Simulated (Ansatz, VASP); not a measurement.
Given: the input of a run of VASP 6.6.1 on WC.

File INCAR:

```
PREC = Accurate ; ENCUT = 520
EDIFF = 1E-7 ; ISMEAR = -1
SIGMA = 0.05 ; LREAL = F
LASPH = T ; NELM = 80
ALGO = Normal ; ISIF = 2
LWAVE = F ; LCHARG = F
GGA = PE ; NBANDS = 16
```

The input KPOINTS:

```
regular mesh
0
Gamma
  10 10 10
```

The input POSCAR:

```
WC
1.0
    0.0000000000      2.2356887219      2.2356887219
    2.2356887219      0.0000000000      2.2356887219
    2.2356887219      2.2356887219      0.0000000000
W C
1 1
Direct
    0.0000000000      0.0000000000      0.0000000000
    0.5000000000      0.5000000000      0.5000000000
```

Potentials or basis: VASP PAW PBE potentials, release 64 (W_sv, C).

Launch:

```sh
$ cat potpaw_PBE.64/W_sv/POTCAR potpaw_PBE.64/C/POTCAR > POTCAR
$ mpirun -np 1 vasp_std > vasp.out
```

Task: Set up the same calculation for Ansatz 0.2.0. Potentials there: all-electron LAPW, scalar-relativistic.

Result: As run (the cutoff follows the program's own potentials):

The input input.yaml:

```yaml
crystal:
  lattice:
    - [0.0, 2.2356887219, 2.2356887219]
    - [2.2356887219, 0.0, 2.2356887219]
    - [2.2356887219, 2.2356887219, 0.0]
  atoms:
    - { symbol: W, position: [0.0, 0.0, 0.0] }
    - { symbol: C, position: [0.5, 0.5, 0.5] }
kpoints:
  mp_grid: { grid: [10, 10, 10] }
scf:
  occupations: { method: fermi_dirac, width: 0.05 }
hamiltonian:
  xc: pbe
  pseudopotentials: { kind: all_electron, lapw: { basis_error: 0.0005 } }
output:
  forces: true
  stress: true
  eigenvalues: true
```

Potentials or basis: all-electron LAPW, scalar-relativistic.

The run is started by

```bash
$ ansatz run input.yaml --threads 1 --pin off --max-ram 3072MiB --backend cpu --events-out ev --progress --plain --runs-dir out
```

Both were run:

|  | VASP | Ansatz | Ansatz less VASP |
| --- | --- | --- | --- |
| gap on the k mesh at the Fermi level (eV) | none | none | - |
| pressure (GPa) | -19.2 | -19.8 | -0.61 |

A gap of «none» marks a metal or a gap that the smearing closes. Ansatz ran all-electron here, so the differences hold the error of VASP's frozen core and of both bases.

Caveats: so large a pressure means that the cell lies far from this level's equilibrium, or that cutoff or potentials fall short (VASP). Spin-orbit coupling is left out, which matters for the levels of W.
